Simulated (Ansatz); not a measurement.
A relaxation computed with Ansatz, from input to last step.

```yaml
crystal:
  lattice:
    - [3.3535580706, 0.0, 0.0]
    - [-1.6767790353, 2.9042664822, 0.0]
    - [0.0, 0.0, 39.1539915841]
  atoms:
    - { symbol: W, position: [0.6666666667, 0.3333333333, 0.9017078272] }
    - { symbol: W, position: [0.6666666667, 0.3333333333, 0.2946354537] }
    - { symbol: W, position: [0.3333333333, 0.6666666667, 0.7053645463] }
    - { symbol: W, position: [0.3333333333, 0.6666666667, 0.0982921728] }
    - { symbol: Se, position: [0.3333333333, 0.6666666667, 0.9449957673] }
    - { symbol: Se, position: [0.3333333333, 0.6666666667, 0.3379185056] }
    - { symbol: Se, position: [0.6666666667, 0.3333333333, 0.7486531834] }
    - { symbol: Se, position: [0.6666666667, 0.3333333333, 0.1415801739] }
    - { symbol: Se, position: [0.3333333333, 0.6666666667, 0.8584198261] }
    - { symbol: Se, position: [0.3333333333, 0.6666666667, 0.2513468166] }
    - { symbol: Se, position: [0.6666666667, 0.3333333333, 0.6620814944] }
    - { symbol: Se, position: [0.6666666667, 0.3333333333, 0.0550042327] }
basis:
  ecutwfc: 420
kpoints:
  mp_grid: { grid: [12, 12, 1] }
hamiltonian:
  xc: pbe
scf:
  occupations: { method: gaussian, width: 0.02 }
output:
  forces: true
  stress: true
  eigenvalues: true
relax:
  adjacent_minimum: "off"
  f_tol: 0.01
  max_steps: 30
  cell: { stress_tol: 0.1, fix: [volume] }
```

```bash
ansatz run input.yaml --threads 2 --pin off --max-ram 5120MiB --backend cpu --events-out ev --progress --plain --runs-dir out
```

These are results of DFT PBE, scalar-relativistic, plane waves, PAW in Ansatz 0.2.0, not measurements.

The volume is held at 1.03 times that of the relaxed cell.

Of 6 frames 5 are shown, positions in Å and forces in eV/Å; the SCF threshold varies from step to step. Steps run on the plane waves of an earlier cell, with a Pulay correction in the pressure. The basis is chosen afresh for the last frame, the zero of the energies, and at times for earlier ones too; energy and pressure step there, also at an unchanged geometry. The mark taken_back stands on steps that the optimiser undid.

```xyz
12
Lattice="3.3536 0.0000 0.0000 -1.6768 2.9043 0.0000 0.0000 0.0000 39.1540" Properties=species:S:1:pos:R:3:forces:R:3 pbc="T T T" step=1 free_energy_over_end_meV_per_atom=7.15 pressure_GPa=-2.43
W     1.6768    0.9681   35.3055    0.0000    0.0000    0.0000
W     1.6768    0.9681   11.5362    0.0000    0.0000   -0.0003
W     0.0000    1.9362   27.6178    0.0000    0.0000    0.0003
W     0.0000    1.9362    3.8485    0.0000    0.0000    0.0000
Se    0.0000    1.9362   37.0004    0.0000    0.0000   -0.4624
Se    0.0000    1.9362   13.2309    0.0000    0.0000   -0.4634
Se    1.6768    0.9681   29.3128    0.0000    0.0000   -0.4625
Se    1.6768    0.9681    5.5434    0.0000    0.0000   -0.4624
Se    0.0000    1.9362   33.6106    0.0000    0.0000    0.4624
Se    0.0000    1.9362    9.8412    0.0000    0.0000    0.4625
Se    1.6768    0.9681   25.9231    0.0000    0.0000    0.4634
Se    1.6768    0.9681    2.1536    0.0000    0.0000    0.4624
12
Lattice="3.3177 0.0000 0.0000 -1.6588 2.8732 0.0000 0.0000 0.0000 40.0054" Properties=species:S:1:pos:R:3:forces:R:3 pbc="T T T" step=2 free_energy_over_end_meV_per_atom=9.91 pressure_GPa=2.44 taken_back
W     1.6588    0.9577   36.0734    0.0000    0.0000    0.0000
W     1.6588    0.9577   11.7830    0.0000    0.0000   -0.0017
W     0.0000    1.9155   28.2224    0.0000    0.0000    0.0017
W     0.0000    1.9155    3.9320    0.0000    0.0000    0.0000
Se    0.0000    1.9155   37.7118    0.0000    0.0000    0.7339
Se    0.0000    1.9155   13.4211    0.0000    0.0000    0.7350
Se    1.6588    0.9577   29.8607    0.0000    0.0000    0.7355
Se    1.6588    0.9577    5.5704    0.0000    0.0000    0.7339
Se    0.0000    1.9155   34.4350    0.0000    0.0000   -0.7339
Se    0.0000    1.9155   10.1447    0.0000    0.0000   -0.7355
Se    1.6588    0.9577   26.5843    0.0000    0.0000   -0.7350
Se    1.6588    0.9577    2.2936    0.0000    0.0000   -0.7339
12
Lattice="3.3341 0.0000 0.0000 -1.6671 2.8874 0.0000 0.0000 0.0000 39.6114" Properties=species:S:1:pos:R:3:forces:R:3 pbc="T T T" step=3 free_energy_over_end_meV_per_atom=0.62 pressure_GPa=-0.69
W     1.6671    0.9625   35.7180    0.0000    0.0000    0.0000
W     1.6671    0.9625   11.6703    0.0000    0.0000   -0.0007
W     0.0000    1.9250   27.9411    0.0000    0.0000    0.0007
W     0.0000    1.9250    3.8935    0.0000    0.0000    0.0000
Se    0.0000    1.9250   37.3968    0.0000    0.0000   -0.0918
Se    0.0000    1.9250   13.3490    0.0000    0.0000   -0.0924
Se    1.6671    0.9625   29.6200    0.0000    0.0000   -0.0914
Se    1.6671    0.9625    5.5723    0.0000    0.0000   -0.0918
Se    0.0000    1.9250   34.0391    0.0000    0.0000    0.0918
Se    0.0000    1.9250    9.9915    0.0000    0.0000    0.0914
Se    1.6671    0.9625   26.2624    0.0000    0.0000    0.0924
Se    1.6671    0.9625    2.2146    0.0000    0.0000    0.0918
12
Lattice="3.3159 0.0000 0.0000 -1.6580 2.8717 0.0000 0.0000 0.0000 40.0474" Properties=species:S:1:pos:R:3:forces:R:3 pbc="T T T" step=4 free_energy_over_end_meV_per_atom=0.07 pressure_GPa=0.08
W     1.6580    0.9572   36.1113    0.0000    0.0000    0.0000
W     1.6580    0.9572   11.7917    0.0000    0.0000   -0.0006
W     0.0000    1.9145   28.2557    0.0000    0.0000    0.0006
W     0.0000    1.9145    3.9361    0.0000    0.0000    0.0000
Se    0.0000    1.9145   37.7922    0.0000    0.0000   -0.0140
Se    0.0000    1.9145   13.4724    0.0000    0.0000   -0.0148
Se    1.6580    0.9572   29.9365    0.0000    0.0000   -0.0134
Se    1.6580    0.9572    5.6170    0.0000    0.0000   -0.0141
Se    0.0000    1.9145   34.4304    0.0000    0.0000    0.0141
Se    0.0000    1.9145   10.1109    0.0000    0.0000    0.0134
Se    1.6580    0.9572   26.5750    0.0000    0.0000    0.0148
Se    1.6580    0.9572    2.2552    0.0000    0.0000    0.0140
12
Lattice="3.3212 0.0000 0.0000 -1.6606 2.8762 0.0000 0.0000 0.0000 39.9213" Properties=species:S:1:pos:R:3:forces:R:3 pbc="T T T" step=6 free_energy_over_end_meV_per_atom=0.00 pressure_GPa=0.00
W     1.6606    0.9587   35.9978    0.0000    0.0000    0.0001
W     1.6606    0.9587   11.7493    0.0000    0.0000   -0.0006
W     0.0000    1.9175   28.1720    0.0000    0.0000    0.0006
W     0.0000    1.9175    3.9235    0.0000    0.0000   -0.0001
Se    0.0000    1.9175   37.6755    0.0000    0.0000    0.0078
Se    0.0000    1.9175   13.4268    0.0000    0.0000    0.0071
Se    1.6606    0.9587   29.8496    0.0000    0.0000    0.0084
Se    1.6606    0.9587    5.6011    0.0000    0.0000    0.0077
Se    0.0000    1.9175   34.3201    0.0000    0.0000   -0.0077
Se    0.0000    1.9175   10.0717    0.0000    0.0000   -0.0084
Se    1.6606    0.9587   26.4945    0.0000    0.0000   -0.0071
Se    1.6606    0.9587    2.2458    0.0000    0.0000   -0.0078
```

The run took 5.6 min on 2 threads of Intel(R) Xeon(R) Processor @ 2.50GHz (Skylake/Cascade Lake) (shared host), peak memory 1.2 GiB.

Spin–orbit coupling is left out, which can shift energies with elements as heavy as these. The cell holds layers, and where no dispersion correction was added their binding is poorly described.